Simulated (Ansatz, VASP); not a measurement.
PtSe in VASP and in Ansatz

File INCAR:

```
PREC     = Accurate       # precision mode
ENCUT    = 520            # plane-wave cutoff, eV
EDIFF    = 1E-7           # SCF threshold, eV
ISMEAR   = -1             # smearing method
SIGMA    = 0.05           # smearing width, eV
LREAL    = F              # projectors in reciprocal space
LASPH    = T              # aspherical terms in the spheres
NELM     = 60             # most SCF steps
ALGO     = Normal         # electronic algorithm
ISIF     = 2              # what is computed and relaxed
LWAVE    = F              # write WAVECAR
LCHARG   = T              # write CHGCAR
GGA      = PE             # functional
LELF     = T              # ELF
LVHAR    = T            
NBANDS   = 15             # bands
```

Contents of KPOINTS:

```
regular mesh
0
Gamma
  7 7 6
```

Contents of POSCAR:

```
PtSe
1.0
    3.8499451432      0.0000000000      0.0000000000
   -1.9249725664      3.3341503000      0.0000000000
    0.0000000000      0.0000000000      3.6128420300
Pt Se
1 1
Direct
    0.0000000000      0.0000000000      0.0000000000
    0.6666666667      0.3333333333      0.5000000000
```

File input.yaml:

```yaml
crystal:
  lattice:
    - [3.8499451432, 0.0, 0.0]
    - [-1.9249725664, 3.3341503, 0.0]
    - [0.0, 0.0, 3.61284203]
  atoms:
    - { symbol: Pt, position: [0.0, 0.0, 0.0] }
    - { symbol: Se, position: [0.6666666667, 0.3333333333, 0.5] }
hamiltonian:
  xc: pbe
  pseudopotentials: { kind: paw }
kpoints:
  mp_grid: { grid: [7, 7, 6] }
scf:
  occupations: { method: fermi_dirac, width: 0.05 }
output:
  forces: true
  stress: true
  eigenvalues: true
```

The cell comes from a database or a generator and needn't be the stable form of this composition.

Alike in both runs: task single point; functional PBE; k mesh 7 × 7 × 6; occupations fermi-dirac, width 0.05 eV; no spin polarisation.

|  | VASP | Ansatz |
| --- | --- | --- |
| version | VASP 6.6.1 | Ansatz 0.2.0 |
| potentials or method | VASP PAW PBE potentials, release 64 (Pt, Se) | Ansatz PAW |
| plane-wave cutoff (eV) | 520 | 420 |
| valence electrons in the cell | 16 | 34 |

Ansatz gave:

| Quantity | Value |
| --- | --- |
| gap on the k mesh at the Fermi level (eV) | none |
| pressure (GPa) | -14.9 |
| largest component of the traceless stress (GPa) | 3.30 |

Q: Estimate VASP's values.

A: gap on the k mesh at the Fermi level (eV): none; pressure (GPa): -15.0; largest component of the traceless stress (GPa): 3.32.

A gap of «none» marks a metal or a gap that the smearing closes. The functional is the same, so the differences come from potentials, cutoffs and numerics. The two sets of potentials don't hold the same shells in valence.

The runs have no spin-orbit coupling, so splittings on Pt are missing.
